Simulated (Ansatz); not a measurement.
# ZrS2: band structure with LDA

**What was measured.**

“Stress-Tuned Optical Transitions in Layered 1T-MX2 (M= Hf, Zr, Sn; X= S, Se) Crystals”, 2022, arxiv:2210.12074 quotes, for a bulk crystal of ZrS2: band gap 1.68 eV (indirect).

Crystal: ZrS2.

```
CELL_PARAMETERS angstrom
3.69138 0.00000 0.00000
-1.84569 3.19683 0.00000
0.00000 0.00000 6.04108
ATOMIC_POSITIONS crystal
Zr 0.00000 0.00000 0.00000
S 0.33333 0.66667 0.23791
S 0.66667 0.33333 0.76209
```

The cell is a database's computed one.

- Program: Ansatz 0.2.0
- Task: band structure
- Functional: LDA
- Potentials or basis: all-electron LAPW, scalar-relativistic
- Cutoff: 200 eV (chosen from the basis error)
- Basis error allowed: 0.002 eV/atom
- k mesh: 8 × 8 × 5
- Occupations: fermi-dirac, width 0.05 eV
- Spin: no spin polarisation

```yaml
Pressure: -4.5 GPa
Largest_force: 0.297 eV/Å
Band_gap_on_the_k_mesh: 0.94 eV, indirect (least direct gap 1.53 eV)
Band_gap_along_the_path: 0.91 eV, indirect (least direct gap 1.53 eV)
```

Forces on the atoms (eV/Å):
```
Zr   0.000  0.000  0.000
S    0.000  0.000 -0.297
S    0.000  0.000  0.297
```

Stress tensor (GPa, compression positive):
```
-5.10  0.00  0.00
 0.00 -5.10  0.00
 0.00  0.00 -3.37
```

Levels at the corners of the path, in eV from the valence-band top:
```tsv
point	band 24	band 25	band 26	band 27	band 28	band 29	band 30	band 31	band 32	band 33
Γ	-2.79	-2.79	-0.08	-0.08	-0.05	1.48	1.48	2.31	4.97	4.97
M	-2.59	-2.46	-2.39	-1.69	-1.17	1.09	3.14	3.40	5.66	5.83
K	-3.31	-3.31	-1.99	-1.99	-1.43	2.08	3.10	3.10	4.92	4.92
Γ	-2.79	-2.79	-0.08	-0.08	-0.05	1.48	1.48	2.31	4.97	4.97
A	-2.76	-2.76	-1.66	-0.18	-0.18	1.45	1.45	2.63	5.27	5.27
L	-3.10	-2.57	-2.23	-0.97	-0.79	0.91	3.14	3.40	5.25	5.64
H	-3.44	-3.09	-1.89	-1.75	-1.75	2.18	2.83	2.83	5.46	5.46
A	-2.76	-2.76	-1.66	-0.18	-0.18	1.45	1.45	2.63	5.27	5.27
```

Wall time 13 s on 2 threads of Arm Neoverse V2 (shared host), peak memory 0.33 GiB.

Measured gap of ZrS2: 1.68 eV (indirect; quoted in “Stress-Tuned Optical Transitions in Layered 1T-MX2 (M= Hf, Zr, Sn; X= S, Se) Crystals”, 2022, arxiv:2210.12074). This calculation gives 0.91 eV (-0.77 eV). Spin-orbit coupling on Zr is left out. The value is that of LDA, without temperature or zero-point motion. Semilocal functionals fall short of measured gaps as a rule. The cell is a database's relaxed one, not the measured one, which moves gaps too.
